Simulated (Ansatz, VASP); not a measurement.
# Cross-check of GaAs between VASP and Ansatz

One calculation is typed for both programs; each brings its own data sets and cutoff. How far apart do they land?

Calculated with Ansatz 0.2.0; plane waves, with VASP 6.6.1 beside it; zone-centre phonons at LDA and relaxation of cell and atoms at r2SCAN.

### 1. The starting structure

It takes space group F-43m (No. 216, cubic). The conventional cell has a = 5.666 Å, b = 5.666 Å, c = 5.666 Å, α = 90.00°, β = 90.00°, γ = 90.00°. Nearest to As lie 4 Ga at 2.45 Å. Nearest to Ga lie 4 As at 2.45 Å. Farther neighbours are not listed.

### 2. VASP: zone-centre phonons, LDA

Second derivatives magnify differences that forces hide, and they need a tight electronic threshold.

Lines of VASP's logs that name or quote its potential files are left out, and so is its time.

INCAR

```
SYSTEM = GaAs
PREC = Accurate
ENCUT = 500
EDIFF = 1E-08
NELM = 100
ISMEAR = 0
SIGMA = 0.03
LREAL = .FALSE.
ALGO = Normal
GGA = CA
NBANDS = 15
LORBIT = 11
LWAVE = .FALSE.
LCHARG = .FALSE.
KPAR = 4
IBRION = 8
LEPSILON = .TRUE.
LPEAD = .TRUE.
ISIF = 2
```

POSCAR

```
GaAs
1.0
    0.0000000000      2.8329030948      2.8329030948
    2.8329030948      0.0000000000      2.8329030948
    2.8329030948      2.8329030948      0.0000000000
As Ga
1 1
Direct
    0.7500000000      0.7500000000      0.7500000000
    0.0000000000      0.0000000000      0.0000000000
```

KPOINTS

```
Automatic mesh
0
Gamma
14 14 14
0 0 0
```

The projector-augmented-wave data sets are As and Ga_d (LDA family, release 64).

On the command line:

```
> mpirun -np 4 vasp_std
```

Numbers of over 12 decimals in the logs are rounded to 6 here.

Log:

```text
[banner, memory and clock lines left out]
running    4 mpi-ranks, on    1 nodes
 distrk:  each k-point on    1 cores,    4 groups
 distr:  one band on    1 cores,    1 groups

 POSCAR found type information on POSCAR AsGa
 POSCAR found :  2 types and       2 ions
 LDA part: xc-table for (Slater(with rela. corr.)+CA(PZ))
 , standard interpolation
 POSCAR, INCAR and KPOINTS ok, starting setup
 FFT: planning ... GRIDC
 FFT: planning ... GRID_SOFT
 FFT: planning ... GRID
 WAVECAR not read
 entering main loop
       N       E                     dE             d eps       ncg     rms          rms(c)
DAV:   1     0.814515897327E+02    0.81452E+02   -0.88452E+03  3183   0.162E+03
DAV:   2    -0.335035808187E+01   -0.84802E+02   -0.80924E+02  3617   0.312E+02
DAV:   3    -0.975603785052E+01   -0.64057E+01   -0.63843E+01  3757   0.690E+01
DAV:   4    -0.985548187361E+01   -0.99444E-01   -0.99429E-01  3876   0.964E+00
DAV:   5    -0.985688155213E+01   -0.13997E-02   -0.13996E-02  3955   0.992E-01    0.296E+00
DAV:   6    -0.967674778848E+01    0.18013E+00   -0.22772E-01  4806   0.854E+00    0.173E+00
DAV:   7    -0.963739390983E+01    0.39354E-01   -0.61773E-02  4500   0.189E+00    0.521E-01
DAV:   8    -0.963413621221E+01    0.32577E-02   -0.86075E-03  3932   0.106E+00    0.976E-02
DAV:   9    -0.963411549438E+01    0.20718E-04   -0.68906E-04  3919   0.343E-01    0.427E-02
DAV:  10    -0.963412124658E+01   -0.57522E-05   -0.37741E-05  4826   0.614E-02    0.223E-02
DAV:  11    -0.963412613770E+01   -0.48911E-05   -0.64782E-06  3645   0.401E-02    0.210E-03
DAV:  12    -0.963412603470E+01    0.10300E-06   -0.43406E-07  4407   0.930E-03    0.176E-03
DAV:  13    -0.963412603545E+01   -0.74533E-09   -0.69779E-08  3911   0.202E-03
   1 F= -.96341260E+01 E0= -.96341260E+01  d E =-.522544E-14
 Linear response reoptimize wavefunctions to high precision
DAV:   1    -0.963412603570E+01   -0.25375E-09   -0.10826E-09  3100   0.272E-04
DAV:   2    -0.963412603572E+01   -0.15007E-10   -0.98932E-11  2365   0.103E-04
 Linear response to external field (no local field effect), progress :
  Direction:   1
       N       E                     dE             d eps       ncg     rms          rms(c)
RMM:   1    -0.195758303434E+00   -0.19576E+00    0.78222E+00  2079   0.900E+00
RMM:   2    -0.215563778509E+01   -0.19599E+01    0.68781E-03  2773   0.198E+00
RMM:   3    -0.217257952384E+01   -0.16942E-01   -0.34427E-02  3304   0.600E-01
RMM:   4    -0.217304412604E+01   -0.46460E-03   -0.10987E-03  3277   0.137E-01
RMM:   5    -0.217305326350E+01   -0.91375E-05   -0.69601E-05  3218   0.408E-02
RMM:   6    -0.217305433557E+01   -0.10721E-05   -0.87734E-06  3304   0.134E-02
RMM:   7    -0.217305456923E+01   -0.23366E-06   -0.14631E-06  3241   0.426E-03
RMM:   8    -0.217305448646E+01    0.82777E-07   -0.49835E-09  3120   0.147E-03
RMM:   9    -0.217305450482E+01   -0.18360E-07   -0.11075E-07  2706   0.498E-04
RMM:  10    -0.217305449333E+01    0.11484E-07    0.10320E-08  2418   0.192E-04
RMM:  11    -0.217305449533E+01   -0.19916E-08   -0.87032E-09  1364   0.844E-05
 change of polarisation eV/A/(eV/A) component  1 :     4.346     2.549     0.520
 dielectric tensor                  component  1 :    18.296    10.146     2.068
 Linear response to external field (no local field effect), progress :
  Direction:   2
       N       E                     dE             d eps       ncg     rms          rms(c)
RMM:   1    -0.224058151382E+00   -0.22406E+00    0.84393E+00  2088   0.912E+00
RMM:   2    -0.237250176873E+01   -0.21484E+01   -0.30672E-02  2801   0.202E+00
RMM:   3    -0.238732150279E+01   -0.14820E-01   -0.35969E-02  3306   0.600E-01
RMM:   4    -0.238773298693E+01   -0.41148E-03   -0.88274E-04  3267   0.123E-01
RMM:   5    -0.238774211917E+01   -0.91322E-05   -0.60335E-05  3223   0.370E-02
RMM:   6    -0.238774260625E+01   -0.48708E-06   -0.53611E-06  3307   0.118E-02
RMM:   7    -0.238774289876E+01   -0.29251E-06   -0.11636E-06  3220   0.374E-03
RMM:   8    -0.238774281105E+01    0.87709E-07    0.14242E-07  3132   0.130E-03
RMM:   9    -0.238774283720E+01   -0.26147E-07   -0.62392E-08  2701   0.442E-04
RMM:  10    -0.238774282919E+01    0.80102E-08    0.21457E-08  2357   0.171E-04
 change of polarisation eV/A/(eV/A) component  2 :     2.549     4.775    -0.813
 dielectric tensor                  component  2 :    10.144    20.005    -3.237
 Linear response to external field (no local field effect), progress :
  Direction:   3
       N       E                     dE             d eps       ncg     rms          rms(c)
RMM:   1    -0.165587323952E+00   -0.16559E+00    0.24142E+00  2154   0.624E+00
RMM:   2    -0.978863272338E+00   -0.81328E+00   -0.65596E-02  2862   0.149E+00
RMM:   3    -0.982894233103E+00   -0.40310E-02   -0.12337E-02  3225   0.410E-01
RMM:   4    -0.983091174636E+00   -0.19694E-03   -0.45512E-04  3257   0.980E-02
RMM:   5    -0.983094123753E+00   -0.29491E-05   -0.26451E-05  3244   0.285E-02
RMM:   6    -0.983094979040E+00   -0.85529E-06   -0.34736E-06  3275   0.891E-03
RMM:   7    -0.983094968322E+00    0.10718E-07   -0.25881E-07  3137   0.296E-03
RMM:   8    -0.983094969996E+00   -0.16744E-08   -0.44263E-08  2916   0.104E-03
 change of polarisation eV/A/(eV/A) component  3 :     0.522    -0.814     1.966
 dielectric tensor                  component  3 :     2.077    -3.238     8.825
[...]
RMM:  10    -0.184806025788E+01    0.16205E-04   -0.10698E-06 26775   0.121E-03    0.678E-05
RMM:  11    -0.184805855473E+01    0.17031E-05    0.20955E-07 26801   0.494E-04    0.250E-05
RMM:  12    -0.184805819319E+01    0.36154E-06   -0.20331E-07 20426   0.197E-04    0.783E-06
 change of polarisation eV/A/(eV/A) component  1 :     3.501     0.959     0.528
 dielectric tensor                  component  1 :    14.932     3.818     2.100
 Linear response to external field, progress :
  Direction:   2
       N       E                     dE             d eps       ncg     rms          rms(c)
RMM:   1    -0.195761595462E+00   -0.19576E+00    0.62187E+00  8668   0.812E+00
RMM:   2    -0.183520249061E+01   -0.16394E+01   -0.27797E-02 11497   0.184E+00    0.170E+00
RMM:   3    -0.179465523323E+01    0.40547E-01   -0.37721E-02 25552   0.110E+00    0.997E-01
RMM:   4    -0.184059416815E+01   -0.45939E-01   -0.42375E-02 28825   0.121E+00    0.118E-01
RMM:   5    -0.184246870667E+01   -0.18745E-02   -0.18692E-03 24131   0.293E-01    0.363E-02
RMM:   6    -0.184785742281E+01   -0.53887E-02   -0.22856E-04 26374   0.102E-01    0.184E-02
RMM:   7    -0.184776833724E+01    0.89086E-04   -0.32430E-05 25122   0.352E-02    0.222E-03
RMM:   8    -0.184811064691E+01   -0.34231E-03   -0.84742E-06 27021   0.110E-02    0.728E-04
RMM:   9    -0.184807945174E+01    0.31195E-04    0.10373E-06 26791   0.375E-03    0.331E-04
RMM:  10    -0.184806275603E+01    0.16696E-04   -0.14010E-06 26766   0.121E-03    0.670E-05
RMM:  11    -0.184806064956E+01    0.21065E-05    0.38410E-07 26791   0.499E-04    0.269E-05
RMM:  12    -0.184806043294E+01    0.21662E-06   -0.21486E-07 20772   0.200E-04    0.915E-06
 change of polarisation eV/A/(eV/A) component  2 :     0.837     3.501     0.507
 dielectric tensor                  component  2 :     3.330    14.932     2.017
 Linear response to external field, progress :
  Direction:   3
       N       E                     dE             d eps       ncg     rms          rms(c)
RMM:   1    -0.195778838384E+00   -0.19578E+00    0.62185E+00  8668   0.812E+00
RMM:   2    -0.183522211546E+01   -0.16394E+01   -0.28071E-02 11502   0.184E+00    0.170E+00
RMM:   3    -0.179464957861E+01    0.40573E-01   -0.37511E-02 25539   0.110E+00    0.997E-01
RMM:   4    -0.184057215035E+01   -0.45923E-01   -0.42385E-02 28836   0.121E+00    0.118E-01
RMM:   5    -0.184249502491E+01   -0.19229E-02   -0.18605E-03 24122   0.293E-01    0.361E-02
RMM:   6    -0.184786095161E+01   -0.53659E-02   -0.23394E-04 26366   0.102E-01    0.185E-02
RMM:   7    -0.184776968996E+01    0.91262E-04   -0.33584E-05 25133   0.353E-02    0.224E-03
RMM:   8    -0.184811144664E+01   -0.34176E-03   -0.87783E-06 27031   0.111E-02    0.731E-04
RMM:   9    -0.184807888417E+01    0.32562E-04    0.95776E-07 26799   0.376E-03    0.331E-04
RMM:  10    -0.184806322200E+01    0.15662E-04   -0.14526E-06 26769   0.121E-03    0.681E-05
RMM:  11    -0.184806120916E+01    0.20128E-05    0.30269E-07 26829   0.498E-04    0.257E-05
RMM:  12    -0.184806053099E+01    0.67817E-06   -0.22155E-07 20577   0.199E-04    0.873E-06
 change of polarisation eV/A/(eV/A) component  3 :     0.708     0.779     3.501
 dielectric tensor                  component  3 :     2.816     3.100    14.932
 Linear response DOF=           2
 Linear response progress:
  Degree of freedom:   1/  2
       N       E                     dE             d eps       ncg     rms          rms(c)
RMM:   1    -0.451567287386E-01   -0.45157E-01    0.61628E-02 28727   0.149E+00
RMM:   2    -0.444443394227E-01    0.71239E-03   -0.41741E-03 22912   0.391E-01    0.808E-02
RMM:   3    -0.443851189245E-01    0.59220E-04   -0.38302E-04 25902   0.125E-01    0.445E-02
RMM:   4    -0.445283720135E-01   -0.14325E-03   -0.80950E-05 25383   0.550E-02    0.389E-03
RMM:   5    -0.445293109763E-01   -0.93896E-06   -0.80571E-06 26625   0.169E-02    0.226E-03
RMM:   6    -0.445174319046E-01    0.11879E-04   -0.55219E-07 25403   0.515E-03    0.581E-04
RMM:   7    -0.445174761583E-01   -0.44254E-07    0.10537E-08 26361   0.188E-03    0.297E-04
RMM:   8    -0.445163836594E-01    0.10925E-05    0.28733E-08 25463   0.736E-04    0.423E-05
RMM:   9    -0.445163074065E-01    0.76253E-07   -0.82493E-09 27018   0.262E-04    0.145E-05
RMM:  10    -0.445162070733E-01    0.10033E-06   -0.53872E-09 25789   0.101E-04    0.484E-06
RMM:  11    -0.445162027820E-01    0.42913E-08   -0.38631E-09 25728   0.455E-05    0.150E-06
 first order change of Fermi-energy   0.16958E+00
 force on displaced ion       1 direction 1 :  -8.947   0.000   0.000
 Born effective charge ion    1 direction 1 :  -2.108   0.000   0.000
 Linear response progress:
  Degree of freedom:   2/  2
       N       E                     dE             d eps       ncg     rms          rms(c)
RMM:   1    -0.167136904209E+00   -0.16714E+00    0.10010E-01 16217   0.844E+00
RMM:   2    -0.165519656415E+00    0.16172E-02   -0.25591E-02 24540   0.136E+00    0.434E-02
RMM:   3    -0.165746569324E+00   -0.22691E-03   -0.37520E-03 25604   0.412E-01    0.271E-02
RMM:   4    -0.165586347451E+00    0.16022E-03   -0.16380E-03 27195   0.183E-01    0.989E-03
RMM:   5    -0.165582433751E+00    0.39137E-05   -0.64231E-05 26477   0.422E-02    0.371E-03
RMM:   6    -0.165579675612E+00    0.27581E-05   -0.13066E-05 26476   0.155E-02    0.583E-04
RMM:   7    -0.165574573655E+00    0.51020E-05   -0.26397E-06 26309   0.652E-03    0.304E-04
RMM:   8    -0.165576065501E+00   -0.14918E-05   -0.46037E-06 26513   0.277E-03    0.102E-04
RMM:   9    -0.165576609083E+00   -0.54358E-06   -0.21119E-06 26368   0.123E-03    0.341E-05
RMM:  10    -0.165576590883E+00    0.18201E-07   -0.73226E-07 26983   0.569E-04    0.237E-05
RMM:  11    -0.165576745671E+00   -0.15479E-06   -0.66515E-07 26310   0.271E-04    0.954E-06
RMM:  12    -0.165576641897E+00    0.10377E-06   -0.17750E-07 26817   0.144E-04    0.232E-06
RMM:  13    -0.165576709774E+00   -0.67876E-07   -0.23183E-07 27032   0.836E-05    0.993E-07
RMM:  14    -0.165576641952E+00    0.67822E-07   -0.89117E-08 26817   0.556E-05    0.337E-07
RMM:  15    -0.165576664710E+00   -0.22758E-07   -0.65784E-08 20906   0.417E-05    0.314E-07
RMM:  16    -0.165576646620E+00    0.18090E-07   -0.61786E-08 17871   0.354E-05    0.794E-08
 first order change of Fermi-energy  -0.18524E+00
 force on displaced ion       2 direction 1 :  -8.885   0.000   0.000
 Born effective charge ion    2 direction 1 :   2.106   0.000   0.000
 Born effective charges drift removed
 Linear response finished
```

From OUTCAR (step 2):

```text
ion  position               nearest neighbor table
   1  0.750  0.750  0.750-   2 2.45   2 2.45   2 2.45   2 2.45
   2  0.000  0.000  0.000-   1 2.45   1 2.45   1 2.45   1 2.45

  LATTYP: Found a face centered cubic cell.
 ALAT       =     5.6658061896

 Subroutine GETGRP returns: Found 24 space group operations
 (whereof 24 operations were pure point group operations)

The static configuration has the point symmetry T_d .

 Found    104 irreducible k-points:

   k-points           NKPTS =    104   k-points in BZ     NKDIM =    104   number of bands    NBANDS=     15

   dimension x,y,z NGX =    30 NGY =   30 NGZ =   30
   dimension x,y,z NGXF=    60 NGYF=   60 NGZF=   60

   ENCUT  =  500.0 eV  36.75 Ry    6.06 a.u.   7.30  7.30  7.30*2*pi/ulx,y,z

   NELECT =      18.0000    total number of electrons

 k-points in reciprocal lattice and weights: Automatic mesh
   0.00000000  0.00000000  0.00000000       0.000
   0.07142857  0.00000000  0.00000000       0.003
   0.14285714  0.00000000  0.00000000       0.003
   0.21428571  0.00000000  0.00000000       0.003
   0.28571429  0.00000000  0.00000000       0.003
   0.35714286  0.00000000  0.00000000       0.003
   0.42857143  0.00000000  0.00000000       0.003
   0.50000000  0.00000000  0.00000000       0.001
   0.07142857  0.07142857  0.00000000       0.002
[...]
-0.28571429  0.42857143  0.21428571       0.009
  -0.28571429  0.50000000  0.21428571       0.004

 average (electrostatic) potential at core
       1 -53.8457       2 -67.5701

  Total       -0.5720556     -0.5720556     -0.5720556      0.0000000      0.0000000      0.0000000
  in kB      -20.1568978    -20.1568978    -20.1568978      0.0000000      0.0000000      0.0000000
  external PRESSURE =     -20.1568978 kB  Pullay stress =       0.0000000 kB

  energy-cutoff  :      500.00
  volume of cell :       45.47
      direct lattice vectors                 reciprocal lattice vectors
     0.000000000  2.832903095  2.832903095    -0.176497389  0.176497389  0.176497389
     2.832903095  0.000000000  2.832903095     0.176497389 -0.176497389  0.176497389
     2.832903095  2.832903095  0.000000000     0.176497389  0.176497389 -0.176497389

 POSITION                                       TOTAL-FORCE (eV/Angst)
 -----------------------------------------------------------------------------------
      4.24935      4.24935      4.24935         0.000000      0.000000     -0.000000
      0.00000      0.00000      0.00000        -0.000000     -0.000000      0.000000
 -----------------------------------------------------------------------------------
    total drift:                                0.000000      0.000000      0.000000

 MACROSCOPIC STATIC DIELECTRIC TENSOR (including local field effects in DFT)
 ------------------------------------------------------
          14.931603     0.000000     0.000000
           0.000000    14.931603     0.000000
           0.000000     0.000000    14.931603
 ------------------------------------------------------

 PIEZOELECTRIC TENSOR (including local field effects)  for field in x, y, z        (C/m^2)
          XX          YY          ZZ          XY          YZ          ZX
  --------------------------------------------------------------------------------
  x     0.00000    -0.00000     0.00000     0.00000     0.82224    -0.00000
  y    -0.00000     0.00000    -0.00000    -0.00000     0.00000     0.82224
  z    -0.00000    -0.00000     0.00000     0.82224    -0.00000     0.00000

 BORN EFFECTIVE CHARGES (including local field effects) (in |e|, cummulative output)
 ---------------------------------------------------------------------------------
 ion    1
    1    -2.11191     0.00000    -0.00000
    2    -0.00000    -2.11191     0.00000
    3    -0.00000     0.00000    -2.11191
 ion    2
    1     2.11191    -0.00000     0.00000
    2     0.00000     2.11191    -0.00000
    3     0.00000    -0.00000     2.11191

 Eigenvectors and eigenvalues of the dynamical matrix
 ----------------------------------------------------

   1 f  =    7.767264 THz    48.803157 2PiTHz  259.088028 cm-1    32.122807 meV
             X         Y         Z           dx          dy          dz
      4.249355  4.249355  4.249355    -0.674719    0.168835    0.000000
      0.000000  0.000000  0.000000     0.697014   -0.174414    0.000000

   2 f  =    7.767264 THz    48.803157 2PiTHz  259.088028 cm-1    32.122807 meV
             X         Y         Z           dx          dy          dz
      4.249355  4.249355  4.249355     0.168835    0.674719    0.000000
      0.000000  0.000000  0.000000    -0.174414   -0.697014    0.000000

   3 f  =    7.767264 THz    48.803157 2PiTHz  259.088028 cm-1    32.122807 meV
             X         Y         Z           dx          dy          dz
      4.249355  4.249355  4.249355     0.000000    0.000000   -0.695522
      0.000000  0.000000  0.000000     0.000000    0.000000    0.718505

   4 f/i=    0.013390 THz     0.084131 2PiTHz    0.446635 cm-1     0.055376 meV
             X         Y         Z           dx          dy          dz
      4.249355  4.249355  4.249355     0.698228   -0.169490    0.000000
      0.000000  0.000000  0.000000     0.675894   -0.164069    0.000000

   5 f/i=    0.013390 THz     0.084131 2PiTHz    0.446635 cm-1     0.055376 meV
             X         Y         Z           dx          dy          dz
      4.249355  4.249355  4.249355     0.169490    0.698228   -0.000000
      0.000000  0.000000  0.000000     0.164069    0.675894    0.000000

   6 f/i=    0.013390 THz     0.084131 2PiTHz    0.446635 cm-1     0.055376 meV
             X         Y         Z           dx          dy          dz
      4.249355  4.249355  4.249355     0.000000    0.000000    0.718505
      0.000000  0.000000  0.000000     0.000000    0.000000    0.695522

 MACROSCOPIC STATIC DIELECTRIC TENSOR IONIC CONTRIBUTION
 ------------------------------------------------------
           1.990770    -0.000000    -0.000000
          -0.000000     1.990770     0.000000
          -0.000000     0.000000     1.990770
 ------------------------------------------------------

 ELASTIC MODULI CONTR FROM IONIC RELAXATION (kBar)
 Direction    XX          YY          ZZ          XY          YZ          ZX
 --------------------------------------------------------------------------------
 XX          -0.0000     -0.0000     -0.0000      0.0000      0.0000      0.0000
 YY          -0.0000     -0.0000     -0.0000      0.0000      0.0000      0.0000
 ZZ          -0.0000     -0.0000     -0.0000      0.0000      0.0000      0.0000
 XY           0.0000      0.0000      0.0000   -151.6980      0.0000     -0.0000
 YZ           0.0000      0.0000      0.0000      0.0000   -151.6980      0.0000
 ZX           0.0000      0.0000      0.0000     -0.0000      0.0000   -151.6980
 --------------------------------------------------------------------------------

 PIEZOELECTRIC TENSOR IONIC CONTR  for field in x, y, z        (C/m^2)
          XX          YY          ZZ          XY          YZ          ZX
  --------------------------------------------------------------------------------
  x     0.00000     0.00000     0.00000     0.00000    -0.51710     0.00000
  y     0.00000     0.00000     0.00000    -0.00000     0.00000    -0.51710
  z     0.00000     0.00000     0.00000    -0.51710     0.00000    -0.00000
```

Energies printed during the response cycles are not total energies of the cell. With a direct gap this small, the dielectric response converges slowly with the mesh, so tensor and charges are uncertain; a mesh that holds the point of the least gap tends to give too large a tensor.

(Continued in part 2 of 2.)

[Lines on the potential files, build, host, timing and source positions are cut from VASP's logs without a mark.]

[Logs are printed without paths, hosts, clocks, repeated set-up lines and the standing remarks that a program may print on its own settings, such as how far it seeks lower states.]

[Hosts, paths, dates, database ids (printed as entryN), source tags and the programs' standing remarks are cut or masked in the printed files.]
